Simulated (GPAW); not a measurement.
Crystal: Ni.

```xyz
1
Lattice="0.0000 1.7376 1.7376 1.7376 0.0000 1.7376 1.7376 1.7376 0.0000" Properties=species:S:1:pos:R:3 pbc="T T T"
Ni    0.0000    0.0000    0.0000
```

Base run:

```yaml
Program: GPAW 26.7.0
Functional: LDA
Potentials_or_basis: the program's PAW data sets (release 1.2.1) made for this functional
Cutoff: 600 eV
Basis: pw
k_mesh: 13 × 13 × 13
Occupations: gaussian, width 0.02 eV
Spin: collinear spin, ferromagnetic start
Starting_moments: "[1.0] μB"
```

Its results: band gap on the k mesh none (metal or under the smearing width); pressure -8.4 GPa; net moment 0.62 μB per cell; site moments Ni +0.64 μB.

Task: The run is repeated on the same cell with these changes: functional from LDA to RPBE. What comes out?

Result: Band gap on the k mesh none (metal or under the smearing width); pressure 17.0 GPa; net moment 0.64 μB per cell; site moments Ni +0.68 μB.

RPBE binds less tightly than LDA, so the same cell stands under more pressure.

Caveats: the stock nickel data set gives pressures a few GPa off other programs; so large a pressure means that the cell lies far from this level's equilibrium, or that cutoff or potentials fall short (some runs).
